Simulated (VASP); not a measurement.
# A point defect in a supercell of ZrC, part 4 of 4

How easily does a point defect form in ZrC? The host is relaxed first, then a supercell is run with and without the defect. The start is a cell from a database of measured crystal structures.

VASP 6.6.1, plane waves and PAW; the level of theory is named at each step.

So far. Step 5 (Reference Zr): The run ended after 5 ionic steps, 0.001 eV below its first step, once forces and stress met EDIFFG = -0.02. Step 5 (Reference Zr): Energy at zero smearing: -17.04314 eV.

The database entry behind the starting cell differs from later determinations by our own check (an axis about 0.7 % long against later determinations), so it need not match the best structure at ambient conditions.

### 6. Relaxing the defect

This step: PBE, spin-polarised, with small moments to start from; plane waves and PAW (V, Zr_sv, C) (VASP 6.6.1).

System of this step: Zr35VC36. The cell holds 72 atoms: 1 V, 35 Zr and 36 C. Cell: a = 9.990 Å, b = 9.990 Å, c = 13.320 Å, α = 60.0°, β = 60.0°, γ = 60.0°. It derives from ZrC. Nearest the centre at fractional (0.167, 0.167, 0.125): V1 at 0.00 Å, C53 at 2.35 Å, C50 at 2.35 Å, C42 at 2.35 Å, C41 at 2.35 Å, C49 at 2.35 Å, C38 at 2.35 Å, Zr4 at 3.33 Å.

The host is treated as a metal, since its gap is under 0.3 eV or closed. The run keeps 2 symmetry operations, which cuts the number of k-points but bars distortions that break them. The atoms relax at the host's fixed cell.

Contents of INCAR:

```
SYSTEM = Zr35VC36
PREC = Normal
ENCUT = 400
EDIFF = 1E-05
NELM = 120
ISMEAR = 1
SIGMA = 0.2
LREAL = Auto
ALGO = Fast
GGA = PE
ISPIN = 2
MAGMOM = 0.6 0 0 0 0 0 0 0 0 0 0 0 0 0 0 0 0 0 0 0 0 0 0 0 0 0 0 0 0 0 0 0 0 0 0 0 0 0 0 0 0 0.6 0 0 0 0 0 0 0 0.6 0 0 0.6 0 0 0 0 0 0 0 0 0 0 0 0 0 0 0 0 0 0 0
LASPH = .TRUE.
LMAXMIX = 4
LORBIT = 11
LWAVE = .FALSE.
LCHARG = .TRUE.
IBRION = 2
NSW = 50
ISIF = 2
EDIFFG = -0.03
POTIM = 0.4
MAXMIX = 40
ISYM = 2
```

Contents of POSCAR:

```
Zr35VC36
1.0
    0.0000000000      7.0638605538      7.0638605538
    7.0638605538      0.0000000000      7.0638605538
    9.4184807384      9.4184807384      0.0000000000
V Zr C
1 35 36
Direct
    0.1666666700      0.1666666700      0.1250000000
    0.1666666700      0.1666666700      0.3750000000
    0.1666666700      0.1666666700      0.6250000000
    0.1666666700      0.1666666700      0.8750000000
    0.1666666700      0.5000000000      0.1250000000
    0.1666666700      0.5000000000      0.3750000000
    0.1666666700      0.5000000000      0.6250000000
    0.1666666700      0.5000000000      0.8750000000
    0.1666666700      0.8333333300      0.1250000000
    0.1666666700      0.8333333300      0.3750000000
    0.1666666700      0.8333333300      0.6250000000
    0.1666666700      0.8333333300      0.8750000000
    0.5000000000      0.1666666700      0.1250000000
    0.5000000000      0.1666666700      0.3750000000
    0.5000000000      0.1666666700      0.6250000000
    0.5000000000      0.1666666700      0.8750000000
    0.5000000000      0.5000000000      0.1250000000
    0.5000000000      0.5000000000      0.3750000000
    0.5000000000      0.5000000000      0.6250000000
    0.5000000000      0.5000000000      0.8750000000
    0.5000000000      0.8333333300      0.1250000000
    0.5000000000      0.8333333300      0.3750000000
    0.5000000000      0.8333333300      0.6250000000
    0.5000000000      0.8333333300      0.8750000000
    0.8333333300      0.1666666700      0.1250000000
    0.8333333300      0.1666666700      0.3750000000
    0.8333333300      0.1666666700      0.6250000000
    0.8333333300      0.1666666700      0.8750000000
    0.8333333300      0.5000000000      0.1250000000
    0.8333333300      0.5000000000      0.3750000000
    0.8333333300      0.5000000000      0.6250000000
    0.8333333300      0.5000000000      0.8750000000
    0.8333333300      0.8333333300      0.1250000000
    0.8333333300      0.8333333300      0.3750000000
    0.8333333300      0.8333333300      0.6250000000
    0.8333333300      0.8333333300      0.8750000000
    0.0000000000      0.0000000000      0.0000000000
    0.0000000000      0.0000000000      0.2500000000
    0.0000000000      0.0000000000      0.5000000000
    0.0000000000      0.0000000000      0.7500000000
    0.0000000000      0.3333333300      0.0000000000
    0.0000000000      0.3333333300      0.2500000000
    0.0000000000      0.3333333300      0.5000000000
    0.0000000000      0.3333333300      0.7500000000
    0.0000000000      0.6666666700      0.0000000000
    0.0000000000      0.6666666700      0.2500000000
    0.0000000000      0.6666666700      0.5000000000
    0.0000000000      0.6666666700      0.7500000000
    0.3333333300      0.0000000000      0.0000000000
    0.3333333300      0.0000000000      0.2500000000
    0.3333333300      0.0000000000      0.5000000000
    0.3333333300      0.0000000000      0.7500000000
    0.3333333300      0.3333333300      0.0000000000
    0.3333333300      0.3333333300      0.2500000000
    0.3333333300      0.3333333300      0.5000000000
    0.3333333300      0.3333333300      0.7500000000
    0.3333333300      0.6666666700      0.0000000000
    0.3333333300      0.6666666700      0.2500000000
    0.3333333300      0.6666666700      0.5000000000
    0.3333333300      0.6666666700      0.7500000000
    0.6666666700      0.0000000000      0.0000000000
    0.6666666700      0.0000000000      0.2500000000
    0.6666666700      0.0000000000      0.5000000000
    0.6666666700      0.0000000000      0.7500000000
    0.6666666700      0.3333333300      0.0000000000
    0.6666666700      0.3333333300      0.2500000000
    0.6666666700      0.3333333300      0.5000000000
    0.6666666700      0.3333333300      0.7500000000
    0.6666666700      0.6666666700      0.0000000000
    0.6666666700      0.6666666700      0.2500000000
    0.6666666700      0.6666666700      0.5000000000
    0.6666666700      0.6666666700      0.7500000000
```

Contents of KPOINTS:

```
Automatic mesh
0
Gamma
3 3 2
0 0 0
```

Potentials, in the order of the species: V, Zr_sv and C (PBE family, release 64).

Launch:

```console
export OMP_NUM_THREADS=5
mpirun -np 1 vasp_std
```

The program printed:

```text
[banner, memory and clock lines left out]
running    1 mpi-ranks, on    1 nodes
[...]
Offloading initialized ...    1 GPUs detected
[...]
LDA part: xc-table for (Slater+PW92), standard interpolation
 POSCAR, INCAR and KPOINTS ok, starting setup
[...]
entering main loop
       N       E                     dE             d eps       ncg     rms          rms(c)
DAV:   1     0.520726722902E+04    0.52073E+04   -0.25305E+05 10944   0.139E+03
DAV:   2    -0.142077930589E+03   -0.53493E+04   -0.51632E+04 11704   0.451E+02
DAV:   3    -0.767709518030E+03   -0.62563E+03   -0.59823E+03 15910   0.126E+02
DAV:   4    -0.825811943897E+03   -0.58102E+02   -0.57837E+02 19208   0.375E+01
[...]
RMM:  27    -0.698938502442E+03    0.41584E-03   -0.73955E-03 17894   0.123E-01    0.293E-01
RMM:  28    -0.698938772125E+03   -0.26968E-03   -0.38725E-03 16852   0.104E-01    0.279E-01
RMM:  29    -0.698938992641E+03   -0.22052E-03   -0.29371E-03 16729   0.913E-02    0.290E-01
WARNING in EDDRMM: call to ZHEGV failed, returncode =   8  4     87
WARNING in EDDRMM: call to ZHEGV failed, returncode =   6  3    233
RMM:  30    -0.698939037560E+03   -0.44919E-04   -0.19219E-03 16381   0.845E-02    0.309E-01
RMM:  31    -0.698939109468E+03   -0.71908E-04   -0.15652E-03 16291   0.789E-02    0.289E-01
WARNING in EDDRMM: call to ZHEGV failed, returncode =   6  3    234
RMM:  32    -0.698939129108E+03   -0.19640E-04   -0.12201E-03 16137   0.761E-02    0.277E-01
RMM:  33    -0.698938970215E+03    0.15889E-03   -0.10314E-03 16571   0.779E-02    0.145E-01
WARNING in EDDRMM: call to ZHEGV failed, returncode =   8  4    170
RMM:  34    -0.698938953418E+03    0.16797E-04   -0.89303E-04 16353   0.748E-02    0.808E-02
WARNING in EDDRMM: call to ZHEGV failed, returncode =   6  3    264
RMM:  35    -0.698938987393E+03   -0.33975E-04   -0.55893E-04 15356   0.649E-02    0.651E-02
WARNING in EDDRMM: call to ZHEGV failed, returncode =   6  3    239
WARNING in EDDRMM: call to ZHEGV failed, returncode =   6  3    250
RMM:  36    -0.698939006258E+03   -0.18865E-04   -0.41128E-04 14597   0.626E-02    0.490E-02
WARNING in EDDRMM: call to ZHEGV failed, returncode =   6  3    277
WARNING in EDDRMM: call to ZHEGV failed, returncode =   8  4    266
RMM:  37    -0.698939006652E+03   -0.39358E-06   -0.33990E-04 13709   0.602E-02    0.321E-02
WARNING in EDDRMM: call to ZHEGV failed, returncode =   6  3    179
WARNING in EDDRMM: call to ZHEGV failed, returncode =   6  3    173
RMM:  38    -0.698939008656E+03   -0.20037E-05   -0.28170E-04 13454   0.593E-02    0.197E-02
RMM:  39    -0.698938998423E+03    0.10232E-04   -0.24046E-04 12584   0.562E-02    0.106E-02
RMM:  40    -0.698938985465E+03    0.12958E-04   -0.21336E-04 12151   0.551E-02    0.130E-02
WARNING in EDDRMM: call to ZHEGV failed, returncode =   8  4    185
[...]
|     density mixing parameters otherwise.                                    |
|                                                                             |

   1 F= -.69890236E+03 E0= -.69890581E+03  d E =-.698902E+03  mag=    -0.0003
[...]
N       E                     dE             d eps       ncg     rms          rms(c)
DAV:   1    -0.699073332729E+03   -0.16859E+00   -0.22080E+01 12074   0.943E+00    0.112E+00
RMM:   2    -0.699100525017E+03   -0.27192E-01   -0.40085E-01 15680   0.164E+00    0.949E-01
RMM:   3    -0.699102212697E+03   -0.16877E-02   -0.70022E-02 18798   0.506E-01    0.561E-01
RMM:   4    -0.699102770652E+03   -0.55795E-03   -0.17384E-02 19453   0.276E-01    0.412E-01
WARNING in EDDRMM: call to ZHEGV failed, returncode =   6  3    233
RMM:   5    -0.699102986343E+03   -0.21569E-03   -0.57977E-03 19543   0.222E-01    0.349E-01
RMM:   6    -0.699103325139E+03   -0.33880E-03   -0.52540E-03 19463   0.186E-01    0.329E-01
RMM:   7    -0.699103225078E+03    0.10006E-03   -0.36674E-04 19082   0.173E-01    0.334E-01
WARNING in EDDRMM: call to ZHEGV failed, returncode =   6  3    103
RMM:   8    -0.699103145646E+03    0.79431E-04   -0.19774E-03 18846   0.163E-01    0.322E-01
RMM:   9    -0.699102793615E+03    0.35203E-03    0.90259E-04 18525   0.159E-01    0.332E-01
WARNING in EDDRMM: call to ZHEGV failed, returncode =   6  3    111
RMM:  10    -0.699102416218E+03    0.37740E-03   -0.21269E-04 18199   0.156E-01    0.315E-01
RMM:  11    -0.699101875793E+03    0.54042E-03    0.12007E-03 18184   0.155E-01    0.319E-01
WARNING in EDDRMM: call to ZHEGV failed, returncode =   6  3    225
RMM:  12    -0.699101276534E+03    0.59926E-03    0.98333E-04 19174   0.167E-01    0.297E-01
WARNING in EDDRMM: call to ZHEGV failed, returncode =   6  3    288
RMM:  13    -0.699100632079E+03    0.64445E-03    0.12772E-03 17725   0.158E-01    0.297E-01
WARNING in EDDRMM: call to ZHEGV failed, returncode =   6  3    263
WARNING in EDDRMM: call to ZHEGV failed, returncode =   6  3    138
RMM:  14    -0.699099905788E+03    0.72629E-03    0.14982E-03 17193   0.158E-01    0.279E-01
 hard stop encountered!  aborting job ...
|                                                                             |
|           W    W    AA    RRRRR   N    N  II  N    N   GGGG   !!!           |
|           W    W   A  A   R    R  NN   N  II  NN   N  G    G  !!!           |
|           W    W  A    A  R    R  N N  N  II  N N  N  G       !!!           |
|           W WW W  AAAAAA  RRRRR   N  N N  II  N  N N  G  GGG   !            |
|           WW  WW  A    A  R   R   N   NN  II  N   NN  G    G                |
|           W    W  A    A  R    R  N    N  II  N    N   GGGG   !!!           |
|                                                                             |
|     The electronic self-consistency was not achieved in the given           |
|     number of steps (NELM). The forces and other quantities evaluated       |
|     might not be reliable so examine the results carefully. If you find     |
|     spurious results, we suggest increasing NELM, if you were close to      |
|     convergence or switching to a different ALGO or adjusting the           |
|     density mixing parameters otherwise.                                    |
|                                                                             |

 soft stop encountered!  aborting job ...
   2 F= -.69909991E+03 E0= -.69910347E+03  d E =0.106945E-01  mag=    -0.0028
 deleting file STOPCAR
```

Run time: 51 min. Hardware: 1 × NVIDIA H100 80GB HBM3, 81559 MiB with 1 MPI rank of AMD EPYC 7R13 (Zen 3), card shared with another run, shared host; peak memory 3.5 GiB.

The run was stopped at its time limit, so it gives no result of its own.

### 7. What came out

```json
{"result": "none"}
```

What this shows: The session ends without its result: «relax the defect» met its time limit.

[Lines on the potential files, build, host, timing and source positions are cut from VASP's logs without a mark.]

[Logs are printed without paths, hosts, clocks, repeated set-up lines and the standing remarks that a program may print on its own settings, such as how far it seeks lower states.]

[Hosts, paths, dates, database ids (printed as entryN), source tags and the programs' standing remarks are cut or masked in the printed files.]

[In band tables of VASP the shares of atoms and orbitals are scaled to a sum of 1 inside the atoms' spheres.]

[Runs that stopped without an error message from VASP are left out.]
